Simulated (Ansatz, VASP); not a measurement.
## Two plane-wave programs on CO2

```
C O
1.0
     4.10897    0.00000    0.00000
     0.31284    4.09704    0.00000
    -2.21091   -2.04852    2.79269
C O
2 4
Direct
  0.75000 0.25000 0.50000
  0.00000 0.00000 0.00000
  0.70980 0.12500 0.08480
  0.04020 0.62500 0.91520
  0.37500 0.29020 0.41520
  0.87500 0.95980 0.58480
```

The cell comes from a database or a generator and needn't be the stable form of this composition.

Alike in both runs: task single point; functional PBEsol; k mesh 6 × 6 × 6; no spin polarisation.

|  | VASP | Ansatz |
| --- | --- | --- |
| version | VASP 6.6.1 | Ansatz 0.2.0 |
| potentials or method | VASP PAW PBE potentials, release 64 (C, O) | plane waves, PAW |
| plane-wave cutoff (eV) | 520 | 476 |
| occupations | gaussian, width 0.01 eV | fixed |
| valence electrons in the cell | 32 | 32 |

VASP gave:

```
pressure (GPa)                                  : -4.9
largest component of the traceless stress (GPa) : 0.86
rms of the force components (eV/Å)              : 0.057
```

What did Ansatz give for the same quantities?

Pressure (GPa): -6.6; largest component of the traceless stress (GPa): 0.75; rms of the force components (eV/Å): 0.100.

Atom by atom the forces differ by 0.043 eV/Å (rms over components).

Caveats: the PAW data sets were made with another functional, which shifts forces and pressure a little (VASP). A k mesh can miss the band edges.
